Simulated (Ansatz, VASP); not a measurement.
# One calculation of V, two programs

```xyz
1
Lattice="-1.4794 1.4794 1.4794 1.4794 -1.4794 1.4794 1.4794 1.4794 -1.4794" Properties=species:S:1:pos:R:3 pbc="T T T"
V     0.0000    0.0000    0.0000
```

Alike in both runs: functional PBEsol; k mesh 20 × 20 × 20; occupations methfessel-paxton of order 1, width 0.1 eV; no spin polarisation.

Ansatz relaxed the structure, and its values are those at the end. VASP's run is a single point on that final structure, the one shown.

```csv
,VASP,Ansatz
version,VASP 6.6.1,Ansatz 0.2.0
potentials or method,"VASP PAW PBE potentials, release 64 (V_sv)","scalar-relativistic, plane waves, PAW"
plane-wave cutoff (eV),520,420
valence electrons in the cell,13,13
```

```tsv
	VASP	Ansatz	Ansatz less VASP
gap on the k mesh at the Fermi level (eV)	none	none	-
pressure (GPa)	0.2	0.0	-0.23
```

A gap of «none» marks a metal or a gap that the smearing closes.

Caveats: the PAW data sets were made with another functional, which shifts forces and pressure a little (VASP).
